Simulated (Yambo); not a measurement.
Here is a Yambo 5.3.0 calculation.

optics0.in

```
optics
chi
Chimod= "IP"
% BndsRnXd
 1 | 29 |
%
% LongDrXd
 0 | 0 | 1 |
%
% QpntsRXd
 1 | 1 |
%
% EnRngeXd
 0 | 20 | eV
%
% DmRngeXd
 0.1 | 0.1 | eV
%
ETStpsXd= 200
```

File scf.in:

```
&CONTROL
  calculation = 'scf'
  prefix = 'pwscf'
  outdir = './tmp'
  pseudo_dir = './pseudo'
/
&SYSTEM
  ibrav = 0
  nat = 2
  ntyp = 2
  ecutwfc = 84
  nbnd = 9
  occupations = 'smearing'
  smearing = 'fd'
  degauss = 0.00367493
  force_symmorphic = .true.
/
&ELECTRONS
  conv_thr = 4d-10
  electron_maxstep = 120
  mixing_beta = 0.5
/
ATOMIC_SPECIES
N     14.0070 N.upf
B     10.8100 B.upf
CELL_PARAMETERS angstrom
   0.0000000000    3.4953158300    2.1660912400
   1.2516321000    0.0000000000    2.1660912400
   1.2516321000    3.4953158300    0.0000000000
ATOMIC_POSITIONS angstrom
N      1.2516321000    3.4953158300    2.8880552554
B      1.2516321000    3.4953158300    0.0002107607
K_POINTS automatic
16 16 16 0 0 0
```

The input nscf.in:

```
&CONTROL
  calculation = 'nscf'
  prefix = 'pwscf'
  outdir = './tmp'
  pseudo_dir = './pseudo'
/
&SYSTEM
  ibrav = 0
  nat = 2
  ntyp = 2
  ecutwfc = 84
  nbnd = 29
  occupations = 'fixed'
  force_symmorphic = .true.
/
&ELECTRONS
  conv_thr = 1d-08
  diago_full_acc = .true.
  diago_thr_init = 1d-06
/
ATOMIC_SPECIES
N     14.0070 N.upf
B     10.8100 B.upf
CELL_PARAMETERS angstrom
   0.0000000000    3.4953158300    2.1660912400
   1.2516321000    0.0000000000    2.1660912400
   1.2516321000    3.4953158300    0.0000000000
ATOMIC_POSITIONS angstrom
N      1.2516321000    3.4953158300    2.8880552554
B      1.2516321000    3.4953158300    0.0002107607
K_POINTS automatic
16 16 16 0 0 0
```

Potentials or basis: PseudoDojo 0.4.1 SR PBEsol standard.

Run with:

```sh
$ OMP_NUM_THREADS=1 pw.x -in scf.in > scf.out
$ OMP_NUM_THREADS=1 pw.x -in nscf.in > nscf.out
$ cd tmp/pwscf.save; p2y; mv SAVE ../..; cd ../..
$ OMP_NUM_THREADS=1 yambo
$ OMP_NUM_THREADS=1 yambo -F optics0.in -J optics0 -C optics0_out
```

(1) Predict the absorption peak.

(2) Predict the electronic dielectric constant along the field.

(3) What does it give for the band gap on the k mesh, mean-field level?

Results:

(1) 5.53 eV.

(2) 4.74.

(3) 3.74 eV, indirect (least direct gap 4.56 eV).

Caveat: independent-particle spectra lack excitons.
